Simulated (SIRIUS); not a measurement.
**Rh: band structure with PBE**

Crystal: Rh.

```xyz
1
Lattice="0.0000 1.8979 1.8979 1.8979 0.0000 1.8979 1.8979 1.8979 0.0000" Properties=species:S:1:pos:R:3 pbc="T T T"
Rh    0.0000    0.0000    0.0000
```

| Quantity | Value |
| --- | --- |
| Program | SIRIUS 7.12.0 |
| Task | band structure |
| Functional | PBE |
| Potentials or basis | all-electron FP-LAPW (Koelling-Harmon valence) |
| Cutoff | 170 eV |
| Basis | apw+lo standard |
| k mesh | 12 × 12 × 12 |
| Occupations | fermi-dirac, width 0.05 eV |
| Spin | no spin polarisation |
| Muffin tin radii | Rh 2.49 bohr |
| Basis cutoff (gk_cutoff) | 3.53 1/bohr |
| Cutoff of density and potential (pw_cutoff) | 20 1/bohr |
| lmax of the basis | 10 |
| lmax of density and potential | 8 |
| Valence relativity | koelling_harmon |
| Core states | Rh 1s2s2p3s3p3d |
| Local orbitals (radial functions) | Rh 13 |
| Reference energy of the basis | 0.39 Ha |
| Smallest sphere radius times basis cutoff | 8.79 |
| Core relativity | dirac |
| Start of the SCF | LDA density |

```yaml
Band_gap_along_the_path: none (metal or under the smearing width)
All_electrons_inside_the_program's_atomic_spheres: Rh 43.89 (radii Rh 2.49 bohr)
```

Levels at the corners of the path, in eV from the Fermi level:
```csv
point,band 4,band 5,band 6,band 7,band 8,band 9,band 10,band 11,band 12,band 13
Γ,-46.40,-8.02,-3.13,-3.13,-3.13,-1.02,-1.02,15.77,21.15,21.15
X,-46.68,-6.39,-6.02,0.53,0.98,0.98,3.25,12.32,13.28,13.28
W,-46.68,-5.09,-3.86,-3.86,-1.24,0.98,9.65,9.65,11.28,12.68
K,-46.62,-5.58,-4.83,-2.10,-0.72,0.36,7.89,8.62,12.08,16.47
Γ,-46.40,-8.02,-3.13,-3.13,-3.13,-1.02,-1.02,15.77,21.15,21.15
L,-46.51,-6.19,-3.21,-3.21,0.55,0.55,0.70,8.68,15.32,21.06
U,-46.62,-5.58,-4.83,-2.10,-0.72,0.36,7.89,8.62,12.08,16.47
W,-46.68,-5.09,-3.86,-3.86,-1.24,0.98,9.65,9.65,11.28,12.68
L,-46.51,-6.19,-3.21,-3.21,0.55,0.55,0.70,8.68,15.32,21.06
K,-46.62,-5.58,-4.83,-2.10,-0.72,0.36,7.89,8.62,12.08,16.47
```

Wall time 27 s on 1 thread of Arm Neoverse V1, with other jobs on the host, peak memory 0.29 GiB.
